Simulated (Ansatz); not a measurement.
MoS2, a slab with vacuum:

```xyz
6
Lattice="3.1845 0.0000 0.0000 -1.5923 2.7579 0.0000 0.0000 0.0000 21.6705" Properties=species:S:1:pos:R:3 pbc="T T T"
Mo    0.0000    1.8386   18.4451
Mo    1.5923    0.9193    3.2254
S     1.5923    0.9193   16.8949
S     0.0000    1.8386    1.6741
S     1.5923    0.9193   19.9965
S     0.0000    1.8386    4.7756
```

Program: Ansatz 0.2.0. Alike in all runs: task band structure; potentials or basis Ansatz PAW; cell as given.

Order these runs on this cell by their band gap on the k mesh, lowest first.
A. level PBE0; spin off; k mesh 6 × 6 × 2; cutoff (eV) 420; smearing fixed; level pbe0; run kind scf
B. level r2SCAN; spin SOC, no magnetisation; k mesh 7 × 7 × 2; cutoff (eV) 500; smearing fermi-dirac 0.05 eV; points for each segment of the path 14
C. level BLYP; spin off; k mesh 10 × 10 × 2; cutoff (eV) 420; smearing fermi-dirac 0.05 eV; points for each segment of the path 14
D. level HSE06; spin off; k mesh 6 × 6 × 2; cutoff (eV) 420; smearing fixed; level hse06; run kind scf

C (1.37 eV), B (1.57 eV), D (1.74 eV), A (2.41 eV).

Caveats: the k mesh misses the band edges, so the gap on the mesh is wider than the one along the path (some runs).

Not every run made on this cell is shown here.
